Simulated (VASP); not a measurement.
## Tm: equation of state with PBE

Crystal: Tm.

```
Tm
1.0
     0.00000    2.46803    2.46803
     2.46803    0.00000    2.46803
     2.46803    2.46803    0.00000
Tm
1
Cartesian
  0.0000 0.0000 0.0000
```

This isn't the form of Tm at room conditions, which is hcp.

```
Program                : VASP 6.6.1
Task                   : equation of state
Functional             : PBE
Potentials or basis    : VASP PAW PBE potentials, release 64 (Tm)
Cutoff                 : 520 eV
k mesh                 : 9 × 9 × 9
Occupations            : fermi-dirac, width 0.05 eV
Spin                   : collinear spin, ferromagnetic start
Starting moments       : [2.0] μB
Further INCAR settings : ALGO = Normal; EDIFF = 1e-07; NBANDS = 22
```

```json
{
 "Equilibrium volume": "outside the volumes run"
}
```

Energy against volume, from the lowest point:
| volume (Å³/atom) | energy (meV/atom) |
| --- | --- |
| 28.262 | 78.55 |
| 28.864 | 59.26 |
| 29.465 | 42.84 |
| 30.066 | 28.99 |
| 30.668 | 17.41 |
| 31.269 | 7.82 |
| 31.870 | 0.00 |

All runs of the series together: 14 min on 1 thread of Intel(R) Xeon(R) Platinum 8488C (Sapphire Rapids), with other jobs on the host.

Caveat: the magnetic or orbital state may not be the lowest. The state reached can hang on the start; a lower one may exist.
